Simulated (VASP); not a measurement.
## VASP 6.6.1 run: InSb

INCAR

```
PREC = Accurate
NSW = 0
LWAVE = .FALSE.
SIGMA = 0.02
LREAL = .FALSE.
GGA = CA
NBANDS = 16
LCHARG = .FALSE.
IBRION = -1
LASPH = .TRUE.
EDIFF = 1E-7
NELM = 120
ISIF = 2
ISMEAR = -1
ENCUT = 520
NELECT = 18.1
```

KPOINTS

```
KPOINTS created by Atomic Simulation Environment
0
Monkhorst-Pack
8 8 8
0 0 0
```

POSCAR

```
In Sb
 1.0000000000000000
     3.7689761793755929    0.0000000000000000    0.0000000000000000
     0.0000000000000000    3.7689761793755929    0.0000000000000000
     0.0000000000000000    0.0000000000000000    3.7689761793755929
 In  Sb
   1   1
Cartesian
  0.0000000000000000  0.0000000000000000  0.0000000000000000
  1.8844880896877965  1.8844880896877965  1.8844880896877965
```

The recommended LDA PAW datasets give the neutral cell 18 valence electrons.

Command

```
mpirun -np 1 vasp_std
```

OSZICAR

```
N       E                     dE             d eps       ncg     rms          rms(c)
DAV:   1     0.110891248049E+03    0.11089E+03   -0.80266E+03   648   0.124E+03
DAV:   2    -0.158253879160E+00   -0.11105E+03   -0.10709E+03   744   0.295E+02
DAV:   3    -0.688489763481E+01   -0.67266E+01   -0.66878E+01   808   0.706E+01
DAV:   4    -0.705285115540E+01   -0.16795E+00   -0.16791E+00   824   0.118E+01
DAV:   5    -0.706136811743E+01   -0.85170E-02   -0.85168E-02   936   0.231E+00    0.294E+00
DAV:   6    -0.703080300250E+01    0.30565E-01   -0.50843E-02   864   0.383E+00    0.166E+00
DAV:   7    -0.702277908969E+01    0.80239E-02   -0.12396E-02   832   0.134E+00    0.378E-01
DAV:   8    -0.702184078410E+01    0.93831E-03   -0.10877E-03   824   0.381E-01    0.107E-01
DAV:   9    -0.702177764596E+01    0.63138E-04   -0.96359E-05   840   0.967E-02    0.370E-02
DAV:  10    -0.702177825551E+01   -0.60955E-06   -0.52382E-06   936   0.216E-02    0.127E-02
DAV:  11    -0.702177794627E+01    0.30925E-06   -0.43257E-07   808   0.493E-03    0.806E-03
DAV:  12    -0.702177791216E+01    0.34110E-07   -0.98597E-08   528   0.489E-03
   1 F= -.70217779E+01 E0= -.70196671E+01  d E =-.422172E-02
```

From OUTCAR

```
k-points           NKPTS =     20   k-points in BZ     NKDIM =     20   number of bands    NBANDS=     16

   NELECT =      18.1000    total number of electrons

   dimension x,y,z NGX =    28 NGY =   28 NGZ =   28
   dimension x,y,z NGXF=    56 NGYF=   56 NGZF=   56

  energy-cutoff  :      520.00
  volume of cell :       53.54
      direct lattice vectors                 reciprocal lattice vectors
     3.768976179  0.000000000  0.000000000     0.265324044  0.000000000  0.000000000
     0.000000000  3.768976179  0.000000000     0.000000000  0.265324044  0.000000000
     0.000000000  0.000000000  3.768976179     0.000000000  0.000000000  0.265324044

 k-points in reciprocal lattice and weights: KPOINTS created by Atomic Simulation Env
   0.06250000  0.06250000  0.06250000       0.016
   0.18750000  0.06250000  0.06250000       0.047
   0.31250000  0.06250000  0.06250000       0.047
   0.43750000  0.06250000  0.06250000       0.047
   0.18750000  0.18750000  0.06250000       0.047
   0.31250000  0.18750000  0.06250000       0.094
   0.43750000  0.18750000  0.06250000       0.094
   0.31250000  0.31250000  0.06250000       0.047
   ...

 E-fermi :   7.6642

 k-point     1 :       0.0625    0.0625    0.0625
  band No.  band energies     occupation
      1      -6.8500      2.00000
      2      -6.8500      2.00000
      3      -6.7440      2.00000
      4      -6.7424      2.00000
      5      -6.7424      2.00000
      6      -3.8360      2.00000
      7       4.7256      2.00000
      8       6.6663      2.00000
      9       6.6663      2.00000
     10       7.8772      0.00005
     11      12.1718      0.00000
     12      12.1718      0.00000
     13      14.8184      0.00000
     14      15.5765      0.00000
     15      15.5765      0.00000
     16      18.7179      0.00000

 k-point     2 :       0.1875    0.0625    0.0625
  band No.  band energies     occupation
      1      -6.8478      2.00000
      2      -6.8202      2.00000
      3      -6.7587      2.00000
      4      -6.7565      2.00000
      5      -6.7418      2.00000
      6      -3.5336      2.00000
      7       3.4981      2.00000
      8       6.4481      2.00000
      9       7.0181      2.00000
     10       8.7372      0.00000
     11      12.4123      0.00000
     12      13.0598      0.00000
     13      13.9921      0.00000
     14      14.1521      0.00000
     15      15.1582      0.00000
     16      18.0217      0.00000

 k-point     3 :       0.3125    0.0625    0.0625
  band No.  band energies     occupation
      1      -6.8447      2.00000
      2      -6.7797      2.00000
      3      -6.7784      2.00000
      4      -6.7762      2.00000
      5      -6.7406      2.00000
      6      -2.9717      2.00000
      7       1.8886      2.00000
      8       6.9682      2.00000
      9       7.6691      0.87702
     10       9.4555      0.00000
     11      11.4011      0.00000
     12      12.4488      0.00000
     13      12.9454      0.00000
     14      13.7214      0.00000
     15      16.5922      0.00000
     16      16.8537      0.00000

 ...

  Total        0.2677543      0.2677543      0.2677543      0.0000000      0.0000000      0.0000000
  in kB        8.0126641      8.0126641      8.0126641      0.0000000      0.0000000      0.0000000
  external PRESSURE =       8.0126641 kB  Pullay stress =       0.0000000 kB

 POSITION                                       TOTAL-FORCE (eV/Angst)
 -----------------------------------------------------------------------------------
      0.00000      0.00000      0.00000         0.000000      0.000000      0.000000
      1.88449      1.88449      1.88449         0.000000      0.000000      0.000000
 -----------------------------------------------------------------------------------
    total drift:                               -0.000000      0.000000     -0.000000

  FREE ENERGIE OF THE ION-ELECTRON SYSTEM (eV)
  ---------------------------------------------------
  free  energy   TOTEN  =        -7.0217779122 eV

  energy  without entropy=       -7.0175561957  energy(sigma->0) =       -7.01966705
```

It converged. Results: pressure 0.8 GPa.

The cell is charged and sits in a uniform background. The shifted mesh misses Γ, so a band edge there is missed.

For comparison, a separate LDA run of the intended cell, on usual settings and not on those above, gives a gap of -3.37 eV on its mesh and a pressure of -3.1 GPa.

The run above took about 13 s on one core of a shared host (Intel Xeon Platinum 8488C) and held 0.14 GiB at most.
